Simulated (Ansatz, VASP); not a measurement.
## Sb (ladder Sb chain) in two plane-wave programs

One calculation is typed for both programs; each brings its own data sets. How far apart do they land? The structure shown is the start of the Ansatz relaxation below; VASP solves that cell, so the two are compared at the walk's first step. Other levels of theory on this material are compared in a session of their own.

Main program and level: Ansatz 0.2.0; plane waves, with VASP 6.6.1 beside it; single point at LDA.

## 1. Set-up

The cell holds 2 atoms: 2 Sb. Cell: a = 9.000 Å, b = 7.500 Å, c = 2.720 Å, α = 90.0°, β = 90.0°, γ = 90.0°. Vacuum lies along a and b. The structure's axis is c.

## 2. Ansatz: relaxation, LDA

Ansatz runs on its default PAW (the set named soft_2) files.

The two programs are compared at the cell with which this relaxation starts, whose forces are those of its first step.

Contents of input.yaml:

```yaml
crystal:
  lattice:
    - [9.0, 0.0, 0.0]
    - [0.0, 7.5, 0.0]
    - [0.0, 0.0, 2.72023]
  atoms:
    - { symbol: Sb, position: [0.370884444, 0.5, 0.0], spin: 0.3 }
    - { symbol: Sb, position: [0.629115556, 0.5, 0.5], spin: 0.3 }
magnetization:
  spin_polarized: true
kpoints:
  mp_grid: { grid: [1, 1, 30] }
scf:
  occupations: { method: fermi_dirac, width: 0.05 }
hamiltonian:
  xc: lda
relax:
  cell: { fix: [a, b, alpha, beta, gamma] }
  max_steps: 60
```

Launch:

```
> ansatz run input.yaml --threads 4 --pin off --max-ram 8192MiB --backend cpu --events-out ev --progress --plain --runs-dir out
```

Numbers of over 12 decimals in the logs are rounded to 6 here.

Output:

```text
Engine: ansatz 0.2.0, aarch64-unknown-linux-gnu
Pseudopotentials: kind: paw
Pseudopotential: Sb, paw, valence charge 15, recommended cutoff 420 eV (normal), Sb.paw.azcp
Functional definition: SPW92
  exchange = slater_x
  correlation = pw_c
Crystal: 2 atoms, lattice volume = 183.616 Å³
Basis set: ecut = 420 eV, 3635 PW (Γ)
Bands: 20, of which v1, the nominal top of the filled ones, is band 15 counted from 1 (14 counted from 0)
Symmetry: 8 space group operations
Space group: Pmma (ITA 51), of the structure as read, at distance tolerance 5.7e-5 Å
Magnetic group: BNS 51.289 (UNI 387), of the structure as read, at distance tolerance 5.7e-5 Å
k-points: 16 of 30
Non-local potential: Sb, projectors of the file, l = 0: 2, l = 1: 2, l = 2: 2, l = 3: 2
PAW form: soft (Blöchl's): semilocal exchange-correlation on the pseudo side does not see the compensation charge
PAW frozen core: Sb, regenerated for the run's functional, and the local potential with it (the file was generated under x = pbe(κ = 0.804, μ = 0.219515), c = pbe(β = 0.066725))
PAW one-centre angular grid: Sb, 590 points (default); XC on 64 Gauss nodes
Initial density: superposition of atomic densities (neutral atoms: chi_scale 0, normalization atom)
Starting moments: Σ|m| = 0.6 μB on 2 of 2 sites
Initial wavefunctions: pseudopotential atomic-orbital guess
Functional: x = slater, c = lda
iter 1 solved again at ethr=1.21e-3 eV; its pass at ethr=3.10e-3 eV (dr2=3.63e-1 eV) is discarded
SCF iter   1: F=—  HF=-12669.110272 eV  |F-HF|=—  |Δ(HF+E_count)|=         —  Δρ=1.10e-2 (↑1.10e-2 ↓9.13e-3)  dr2=3.82e-1  dr2_m=1.39e-1  M=0.043 μB ∫|m|=0.044 μB  β_m=0.30  ethr=1.21e-3  ⟨swp⟩=1.0  Hψ=4608  notcnv=0
preconditioner: auto → LDOS  [metal: Δε(μ)=0.068 eV  Ē_g=8.248 eV  σ=0.050 eV  W_gap=0.31  n_scr=20 (ndim 8)  ℏωp=8.2 eV  f_vac=0.569  D(μ)=1.06/eV (n_scr^D=4)]
spin=Collinear: LDOS preconditioning applied to the charge; magnetization (m = ρ↑ − ρ↓) channel mixes plain (no charge-response kernel on spin).
SCF iter   2: F=—  HF=-12669.036159 eV  |F-HF|=—  |Δ(HF+E_count)|=   7.41e-2  Δρ=7.40e-3 (↑7.40e-3 ↓6.56e-3)  dr2=1.33e-1  dr2_m=6.92e-2  M=0.033 μB ∫|m|=0.034 μB  β_m=0.30  ethr=1.21e-3  ⟨swp⟩=2.5  Hψ=872  notcnv=0  defer=2
SCF iter   3: F=—  HF=-12669.000980 eV  |F-HF|=—  |Δ(HF+E_count)|=   3.52e-2  Δρ=4.81e-3 (↑4.49e-3 ↓4.81e-3)  dr2=1.37e-2  dr2_m=3.42e-2  M=0.030 μB ∫|m|=0.030 μB  β_m=0.30  ethr=4.44e-4  ⟨swp⟩=3.0  Hψ=992  notcnv=0  defer=2
SCF iter   4: F=—  HF=-12669.000526 eV  |F-HF|=—  |Δ(HF+E_count)|=   4.54e-4  Δρ=3.38e-3 (↑3.04e-3 ↓3.38e-3)  dr2=1.53e-3  dr2_m=1.70e-2  M=0.024 μB ∫|m|=0.024 μB  β_m=0.30  ethr=4.56e-5  ⟨swp⟩=3.0  Hψ=1372  notcnv=0  defer=2
SCF iter   5: F=—  HF=-12669.001642 eV  |F-HF|=—  |Δ(HF+E_count)|=   1.12e-3  Δρ=2.35e-3 (↑2.17e-3 ↓2.35e-3)  dr2=4.00e-4  dr2_m=8.51e-3  M=0.019 μB ∫|m|=0.019 μB  β_m=0.30  ethr=5.09e-6  ⟨swp⟩=2.9  Hψ=1129  notcnv=0  defer=2
SCF iter   6: F=—  HF=-12669.002293 eV  |F-HF|=—  |Δ(HF+E_count)|=   6.51e-4  Δρ=1.61e-3 (↑1.61e-3 ↓1.57e-3)  dr2=3.11e-5  dr2_m=4.26e-3  M=0.014 μB ∫|m|=0.014 μB  β_m=0.30  ethr=1.33e-6  ⟨swp⟩=3.0  Hψ=1114  notcnv=0  defer=2
SCF iter   7: F=—  HF=-12669.002646 eV  |F-HF|=—  |Δ(HF+E_count)|=   3.53e-4  Δρ=1.14e-3 (↑1.11e-3 ↓1.14e-3)  dr2=2.78e-6  dr2_m=2.13e-3  M=0.011 μB ∫|m|=0.011 μB  β_m=0.30  ethr=1.04e-7  ⟨swp⟩=2.3  Hψ=1140  notcnv=0  defer=2
Mixer restart at iter 7: flushing history
spin-set hold released at iteration 7 (site moments contracting): the magnetisation degrees of freedom join the quasi-Newton model from the next iteration; the mixer history was flushed
SCF iter   8: F=—  HF=-12669.002829 eV  |F-HF|=—  |Δ(HF+E_count)|=   1.83e-4  Δρ=8.03e-4 (↑7.90e-4 ↓8.03e-4)  dr2=1.03e-6  dr2_m=1.07e-3  M=0.009 μB ∫|m|=0.009 μB  β_m=0.65  ethr=9.28e-9  ⟨swp⟩=2.0  Hψ=910  notcnv=0  defer=2
SCF iter   9: F=—  HF=-12669.003035 eV  |F-HF|=—  |Δ(HF+E_count)|=   2.07e-4  Δρ=2.37e-5 (↑2.37e-5 ↓2.36e-5)  dr2=7.16e-8  dr2_m=9.32e-7  M=0.001 μB ∫|m|=0.001 μB  β_m=0.81  ethr=3.33e-10  ⟨swp⟩=3.5  Hψ=2871  notcnv=0
SCF iter  10: F=—  HF=-12669.003037 eV  |F-HF|=—  |Δ(HF+E_count)|=   1.89e-6  Δρ=1.04e-5 (↑9.74e-6 ↓1.04e-5)  dr2=4.70e-8  dr2_m=1.65e-7  M=0.001 μB ∫|m|=0.001 μB  β_m=0.90  ethr=2.39e-10  ⟨swp⟩=5.0  Hψ=2117  notcnv=0
SCF iter  11: F=—  HF=-12669.003038 eV  |F-HF|=—  |Δ(HF+E_count)|=   4.48e-7  Δρ=4.23e-6 (↑4.23e-6 ↓3.99e-6)  dr2=1.67e-7  dr2_m=5.88e-9  M=0.000 μB ∫|m|=0.000 μB  β_m=0.72  ethr=1.57e-10  ⟨swp⟩=5.0  Hψ=2134  notcnv=0
SCF iter  12: F=—  HF=-12669.003038 eV  |F-HF|=—  |Δ(HF+E_count)|=   3.86e-8  Δρ=4.50e-7 (↑4.50e-7 ↓4.46e-7)  dr2=2.26e-10  dr2_m=3.00e-10  M=0.000 μB ∫|m|=0.000 μB  β_m=0.80  ethr=1.57e-10  ⟨swp⟩=2.7  Hψ=2158  notcnv=0
SCF iter  13: F=-12669.003038 eV  HF=-12669.003038 eV  |F-HF|=2.91e-11  |Δ(HF+E_count)|=  6.97e-10  Δρ=1.20e-7 (↑1.20e-7 ↓1.18e-7)  dr2=3.67e-11  dr2_m=1.27e-11  M=0.000 μB ∫|m|=0.000 μB  ethr=1.00e-12  ⟨swp⟩=3.0  Hψ=1397  notcnv=0
[...]
SCF iter   5: F=—  HF=-12669.597904 eV  |F-HF|=—  |Δ(HF+E_count)|=   9.86e-7  Δρ=1.58e-6 (↑1.44e-6 ↓1.58e-6)  dr2=2.17e-8  dr2_m=8.60e-10  M=0.000 μB ∫|m|=0.000 μB  β_m=0.84  ethr=3.10e-9  ⟨swp⟩=1.6  Hψ=688  notcnv=0
SCF iter   6: F=—  HF=-12669.597904 eV  |F-HF|=—  |Δ(HF+E_count)|=   1.70e-8  Δρ=2.82e-7 (↑2.69e-7 ↓2.82e-7)  dr2=4.97e-10  dr2_m=5.40e-11  M=0.000 μB ∫|m|=0.000 μB  β_m=0.92  ethr=7.24e-11  ⟨swp⟩=2.0  Hψ=797  notcnv=0
SCF iter   7: F=—  HF=-12669.597904 eV  |F-HF|=—  |Δ(HF+E_count)|=  5.29e-10  Δρ=5.30e-8 (↑4.69e-8 ↓5.30e-8)  dr2=2.34e-11  dr2_m=3.43e-13  M=0.000 μB ∫|m|=0.000 μB  β_m=0.87  ethr=1.66e-12  ⟨swp⟩=2.8  Hψ=1132  notcnv=0
SCF iter   8: F=-12669.597904 eV  HF=-12669.597904 eV  |F-HF|=3.64e-12  |Δ(HF+E_count)|=  7.28e-12  Δρ=1.46e-8 (↑1.46e-8 ↓1.42e-8)  dr2=1.28e-12  dr2_m=3.40e-14  M=0.000 μB ∫|m|=0.000 μB  ethr=1.00e-12  ⟨swp⟩=6.1  Hψ=2606  notcnv=0
the starting moments were not kept: the SCF closed with an absolute magnetisation of 1.7e-7 μB, where they sum to 0.6 μB in size (2 sites). That is at most 0.1 of that sum. Measured as dr2_m measures the in/out step, that magnetisation stands 1.9e-15 eV from none, at or under the dr2_threshold of 2.0e-11 eV: it is no larger than a step whose dr2_m would equal this threshold.
SCF 8 converged in 8 iterations: F = -12669.597904 eV  dr2 = 1.28e-12
relax step   8: F+E_penalty+E_count = -12669.59790433 eV  Δ(F+E_penalty+E_count) = -4.793e-3 eV  max|allowed force component| = 1.819e-2 eV/Å  Δτ_max = 0.0130 Å  P = -0.030 GPa  Ω = 196.608 Å³  energy of the carried Pulay correction = -1.201e-3 eV  fix = [a, b, alpha, beta, gamma]  reactions: a -0.467, b +0.366 GPa  (8 SCF iters, accepted)
[...]
relax step   9: F+E_penalty+E_count = -12669.59792596 eV  Δ(F+E_penalty+E_count) = -2.163e-5 eV  max|allowed force component| = 7.402e-3 eV/Å  Δτ_max = 0.0021 Å  P = -0.013 GPa  Ω = 196.642 Å³  energy of the carried Pulay correction = -1.204e-3 eV  fix = [a, b, alpha, beta, gamma]  reactions: a -0.410, b +0.365 GPa  (5 SCF iters, dr2 threshold 2.07e-8 eV, accepted)
[...]
relax step  10: F+E_penalty+E_count = -12669.59866537 eV  Δ(F+E_penalty+E_count) = -7.394e-4 eV  max|allowed force component| = 7.057e-3 eV/Å  Δτ_max = 0.0000 Å  P = -0.018 GPa  Ω = 196.642 Å³  fix = [a, b, alpha, beta, gamma]  reactions: a -0.416, b +0.361 GPa  stress off target by 1.83e-4 GPa on what of the cell is left free  SCF on the basis re-selected at this cell (its energy is not comparable with the rows above)  (5 SCF iters)
basis re-selected at this cell: Δ(F+E_penalty+E_count) = -7.394e-4 eV, ΔP = -0.006 GPa vs the last step (what re-selecting the basis moved, of the pressure what is left beyond the Pulay correction that the steps carried, after the strain that the cell walked since its last selection, with what the two solves' SCF thresholds leave and, on support functions, any second-order correction that the steps lacked; it is no m [...]
SCF converged after 5 iterations
Magnetization: -0.0000 μB (15.0000 up, 15.0000 down)
Absolute magnetization: 0.0000 μB (∫|ρ↑−ρ↓|, with the PAW one-centre terms)
Spin contamination: 0.0000 ħ² per cell (⟨S²⟩ above its minimum at these occupations)
Per-site moments (μB) at R_I (Å): [(-9.338796917425608e-9, 1.201700), (-9.338796859149968e-9, 1.201700)]
Free energy (F): -12669.598665 eV
Harris-Foulkes:  -12669.598665 eV  (|F-HF|=5.46e-12)
Internal energy: -12669.586578 eV  (E = F + TS)
E sigma→0 (E₀):  -12669.592622 eV
Entropy (-TS):   -0.012087 eV (-6.044 meV/atom)
Fermi energy:    -0.242792 eV
--- Per-component energies (eV) ---
  E_band       = -635.903858
  E_kinetic    = 415.725416
  E_local      = -7025.694352  (includes V_loc(G=0)·N_el)
  E_nonlocal   = 732.107198
  E_hartree    = 3211.555639
  E_xc         = -274.004939
  E_vxc        = -192.343592  (∫ρ·V_xc dr)
  E_paw        = -8852.234695  (= ΣΔE_a)
  E_vpaw       = -988.809954  (= ΣTr[D̂ρ^β])
  E_aug_tail   = -0.000004  (compensation charges beyond the density's cutoff)
  E_ewald      = -878.158488
  E_core_change = 1.117647  (= ΣΔE_core)
  E_smearing   = -0.012087  (= −TS)
  E_closure    = -0.000000  (closes the sum)
  Σ components = -12669.598665   (vs F -12669.598665, Δ=0.00e0)
--- Forces (eV/Å), atoms counted from 1 ---
  atom   1  Sb    -0.00705693     0.00000000     0.00000000
  atom   2  Sb     0.00705693     0.00000000     0.00000000
  max |Σ_I F_I| component: 8.67e-19 eV/Å
--- Stress (GPa, compression-positive) ---
       -0.415892       0.000000       0.000000
        0.000000       0.360731       0.000000
        0.000000       0.000000      -0.000183
  P = ⅓ Tr σ = -0.0184 GPa (-0.184 kbar)
--- Relaxed structure (9 steps of the walk, 7 accepted, 1 SCFs on fresh bases) ---
  F+E_penalty+E_count = -12669.59866537 eV   max|allowed force component| = 7.057e-3 eV/Å   (the final SCF, on the basis selected at the relaxed cell)
  cell:  # Å, volume = 196.6418 Å³
    - [9.0, 0.0, 0.0]
    - [0.0, 7.5, 0.0]
    - [0.0, 0.0, 2.913212]
  atoms:
    - { symbol: Sb, position: [0.357372, 0.5, 0.0] }
    - { symbol: Sb, position: [0.642628, 0.5, 0.5] }
```

## 3. VASP: single point, LDA, start cell

The same cell, functional (in two slightly different forms), mesh and smearing now go to VASP, with its own data sets.

Lines of VASP's logs that name or quote its potential files are left out, and so is its time.

Contents of INCAR:

```
SYSTEM = Sb
PREC = Accurate
ENCUT = 400
EDIFF = 1E-06
NELM = 200
ISMEAR = -1
SIGMA = 0.05
LREAL = .FALSE.
ALGO = Normal
GGA = CA
NBANDS = 12
ISPIN = 2
MAGMOM = -0 -0
LORBIT = 11
LWAVE = .FALSE.
LCHARG = .FALSE.
ISIF = 2
LASPH = .TRUE.
GGA_COMPAT = .FALSE.
KPAR = 2
```

Contents of POSCAR:

```
Sb
1.0
    9.0000000000      0.0000000000      0.0000000000
    0.0000000000      7.5000000000      0.0000000000
    0.0000000000      0.0000000000      2.7202300000
Sb
2
Direct
    0.3708844444      0.5000000000      0.0000000000
    0.6291155556      0.5000000000      0.5000000000
```

Contents of KPOINTS:

```
Automatic mesh
0
Gamma
1 1 30
0 0 0
```

PAW data sets: Sb (LDA family, release 64).

Launch:

```
> mpirun -np 2 vasp_std
```

Output:

```text
[banner, memory and clock lines left out]
running    2 mpi-ranks, on    1 nodes
 distrk:  each k-point on    1 cores,    2 groups
 distr:  one band on    1 cores,    1 groups

 POSCAR found type information on POSCAR Sb
 POSCAR found :  1 types and       2 ions
 LDA part: xc-table for (Slater(with rela. corr.)+CA(PZ))
 , standard interpolation
 POSCAR, INCAR and KPOINTS ok, starting setup
 FFT: planning ... GRIDC
 FFT: planning ... GRID_SOFT
 FFT: planning ... GRID
 WAVECAR not read
 entering main loop
       N       E                     dE             d eps       ncg     rms          rms(c)
DAV:   1     0.467176227369E+02    0.46718E+02   -0.27356E+03   768   0.464E+02
DAV:   2    -0.321543892166E+01   -0.49933E+02   -0.44924E+02  1036   0.906E+01
DAV:   3    -0.696179683053E+01   -0.37464E+01   -0.36914E+01   984   0.295E+01
DAV:   4    -0.704675638843E+01   -0.84960E-01   -0.84913E-01   936   0.548E+00
DAV:   5    -0.704974568327E+01   -0.29893E-02   -0.29893E-02  1032   0.112E+00    0.418E+00
DAV:   6    -0.697126322385E+01    0.78482E-01   -0.60649E-02   832   0.104E+00    0.248E+00
DAV:   7    -0.693376854892E+01    0.37495E-01   -0.94178E-02   856   0.126E+00    0.191E-01
DAV:   8    -0.693464099601E+01   -0.87245E-03   -0.61080E-03   832   0.461E-01    0.104E-01
DAV:   9    -0.693522376140E+01   -0.58277E-03   -0.53403E-04   864   0.123E-01    0.486E-02
DAV:  10    -0.693589034324E+01   -0.66658E-03   -0.29181E-04   808   0.693E-02    0.343E-02
DAV:  11    -0.693645157352E+01   -0.56123E-03   -0.16703E-04   808   0.555E-02    0.134E-02
DAV:  12    -0.693668504702E+01   -0.23347E-03   -0.75825E-05   816   0.316E-02    0.554E-03
DAV:  13    -0.693673295143E+01   -0.47904E-04   -0.31919E-06   944   0.924E-03    0.340E-03
DAV:  14    -0.693679179873E+01   -0.58847E-04   -0.49896E-06   804   0.929E-03    0.351E-03
DAV:  15    -0.693681173641E+01   -0.19938E-04   -0.33951E-06   840   0.703E-03    0.922E-04
DAV:  16    -0.693681263473E+01   -0.89832E-06   -0.48996E-08   740   0.123E-03
   1 F= -.69368126E+01 E0= -.69313289E+01  d E =-.109675E-01  mag=    -0.0000
```

[end of part 1 of 2]

[Lines on the potential files, build, host, timing and source positions are cut from VASP's logs without a mark.]

[Logs are printed without paths, hosts, clocks, repeated set-up lines and the standing remarks that a program may print on its own settings, such as how far it seeks lower states.]

[Hosts, paths, dates, database ids (printed as entryN), source tags and the programs' standing remarks are cut or masked in the printed files.]
